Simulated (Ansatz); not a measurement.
## CaS (rocksalt structure)

Computed with Ansatz (plane waves, PAW, 500 eV cutoff): r²SCAN, scalar-relativistic, no spin polarisation, Γ-centred 8×8×8 mesh, 0.05 eV Gaussian smearing; PAW files: Ansatz's generated set soft_2.

```
Ca S
1.0
     0.00000    2.84787    2.84787
     2.84787    0.00000    2.84787
     2.84787    2.84787    0.00000
Ca S
1 1
Direct
  0.50000 0.50000 0.50000
  0.00000 0.00000 0.00000
```

The start was a prototype's sites filled with these elements; the Crystallography Open Database holds the compound in this structure.

The cell is relaxed to zero pressure at this level.

Elastic constants come from the stress of slightly strained cells with relaxed atoms, in GPa, Voigt order xx, yy, zz, yz, xz, xy in the Cartesian frame of the vectors above.

```
136.3  24.0  24.0   0.0   0.0   0.0
 24.0 136.3  24.0   0.0   0.0   0.0
 24.0  24.0 136.3   0.0   0.0   0.0
  0.0   0.0   0.0  36.2   0.0   0.0
  0.0   0.0   0.0   0.0  36.2   0.0
  0.0   0.0   0.0   0.0   0.0  36.2
```

Q: Work out the Voigt, Reuss and Hill moduli.

A: Voigt: K = (C11 + C22 + C33 + 2(C12 + C13 + C23))/9 = 61 GPa, G = (C11 + C22 + C33 − C12 − C13 − C23 + 3(C44 + C55 + C66))/15 = 44 GPa. Reuss, from the compliances S = C⁻¹: K = 61 GPa, G = 42 GPa. Hill means: K = 61 GPa, G = 43 GPa.

Q: And Young's modulus, Poisson's ratio, Pugh's ratio and the anisotropy?

A: E = 9KG/(3K + G) = 105 GPa, ν = (3K − 2G)/(6K + 2G) = 0.22, K/G = 1.42 (under the 1.75 that Pugh's rule, made for metals, takes as the line between brittle and ductile), universal anisotropy index 5G_V/G_R + K_V/K_R − 6 = 0.23. The eigenvalues of C are 36, 36, 36, 112, 112, 184 GPa, all positive.

Q: What sound velocities and Debye temperature follow for a polycrystal?

A: With a density of 2.593 g/cm³ (mean mass 36.1 u, 23.10 Å³/atom), K = 61.4 and G = 43.2 GPa from the unrounded constants, v_l = √((K + 4G/3)/ρ) = 6780 m/s and v_t = √(G/ρ) = 4080 m/s. The mean [(1/v_l³ + 2/v_t³)/3]^(−1/3) is 4510 m/s, and θ_D = (ħ/k_B)(6π²/V)^(1/3) v_m ≈ 470 K, with V the volume an atom. This is the low-temperature, elastic estimate.

For a cubic crystal three numbers say it all: C11 = 136.3, C12 = 24.0, C44 = 36.2 GPa. K = (C11 + 2C12)/3 = 61.4 GPa. The two shear moduli are C44 and C′ = (C11 − C12)/2 = 56.2 GPa, so Zener's ratio C44/C′ is 0.65: the crystal is stiffest along ⟨100⟩ and softest along ⟨111⟩. The Cauchy pressure C12 − C44 is -12 GPa; pair forces would make it zero if every atom sat on a centre of inversion, as here, and a negative value is usually read as directional bonding.

The equation of state, an independent route, gives B0 = 61 GPa, against 61 GPa here.

It ran for 11 s on 2 threads of Arm Neoverse V2 (shared host), peak memory 0.48 GiB.

The elastic anisotropy follows from the geometry of the rocksalt lattice. Strain along ⟨100⟩ compresses or stretches the nearest Ca–S contacts head-on, against the steep short-range repulsion between closed-shell ions, so C11 is large. The C′ shear also changes these contact lengths, whereas the C44 shear mainly tilts them and leaves their lengths unchanged to first order. Its resistance comes largely from electrostatics and more distant neighbours, which explains why C44 lies below C′.

The negative Cauchy pressure shows that central pair forces are not the whole story, but it need not mean covalent, directional bonds. In an ionic chalcogenide, a likely source is the many-body response of the large, soft sulfide ion, whose charge cloud contracts or expands with its surroundings; some Ca–S covalency may add to it. The positive eigenvalues establish stability against small homogeneous strains only, leaving open both finite-wavevector phonon instabilities and competition with other phases.
